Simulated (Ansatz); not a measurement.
## In₃Sb: how the k-point mesh moves the results

The calculation used Ansatz, DFT r2SCAN, scalar-relativistic, plane waves, PAW.

```yaml
crystal:
  lattice:
    - [4.89694, -0.07518, -0.03451]
    - [-0.07518, 4.80592, 0.04560]
    - [-0.03451, 0.04560, 4.79340]
  atoms:
    - { symbol: In, position: [0.47890, 0.52178, 0.02530] }
    - { symbol: In, position: [0.51996, 0.98470, 0.48108] }
    - { symbol: In, position: [0.99701, 0.50107, 0.49537] }
    - { symbol: Sb, position: [0.00468, 0.99809, 0.97991] }
```

| Quantity | Value |
| --- | --- |
| plane-wave cutoff | 500 eV |
| occupation rule | Gaussian smearing, 0.1 eV |
| spin treatment | unpolarised |

The atoms stay fixed while the k-point mesh is varied. ΔE is the energy extrapolated to zero smearing, less that of the reference run (6×6×6). The cell was strained and its atoms displaced at random, so that forces don't vanish. The meshes are Γ-centred. Spin–orbit coupling is left out. Pressure is positive in compression.

Times are rough; the reference took 2.6 min on 1 thread of Intel(R) Xeon(R) Processor @ 2.50GHz (Skylake/Cascade Lake) (shared host), peak memory 0.78 GiB.

| mesh | ΔE (meV/atom) | P (GPa) | largest change of a force component (eV/Å) | irreducible points | wall time (s) |
| --- | --- | --- | --- | --- | --- |
| 1×1×1 | 57.2 | 5.11 | 0.781 | 1 | 10 |
| 2×2×2 | 303 | -0.55 | 0.603 | 8 | 18 |
| 4×4×4 | ? | ? | ? | ? | ? |
| 6×6×6 | 0.00 | -0.62 | 0.000 | 112 | 150 |

**Question.** Fill in the withheld rows.

**Answer.** The withheld rows:

| mesh | ΔE (meV/atom) | P (GPa) | largest change of a force component (eV/Å) | irreducible points | wall time (s) |
| --- | --- | --- | --- | --- | --- |
| 4×4×4 | 17.2 | -1.19 | 0.084 | 36 | 54 |